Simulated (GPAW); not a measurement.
Pb:

```
CELL_PARAMETERS angstrom
-1.97966 1.97966 1.97966
1.97966 -1.97966 1.97966
1.97966 1.97966 -1.97966
ATOMIC_POSITIONS crystal
Pb 0.00000 0.00000 0.00000
```

This isn't the form of Pb at room conditions, which is fcc.

* Program: GPAW 26.7.0
* Task: single point
* Functional: PBE
* Potentials or basis: GPAW PAW data sets (gpaw-data 1.2.1)
* Cutoff: 600 eV
* Basis: pw
* k mesh: 9 × 9 × 9
* Occupations: fermi-dirac, width 0.05 eV
* Spin: no spin polarisation

On this cell: pressure 0.5 GPa; band gap on the k mesh none (metal or under the smearing width).

The same run follows on a disturbed copy (cell strained at random at fixed volume):

```
Pb
1.0
    -2.06690    2.05040    2.08125
     1.99925   -1.93748    1.90067
     1.99103    1.86160   -1.96833
Pb
1
Direct
  0.00466 0.99633 0.00314
```

Problem. What changes?

Solution. The energy (extrapolated to zero smearing) moves by +5.9 meV/atom; pressure 1.2 GPa; band gap on the k mesh none (metal or under the smearing width).

Stress tensor (GPa, compression positive):
```
 1.22  0.32  0.35
 0.32  1.03 -0.44
 0.35 -0.44  1.29
```
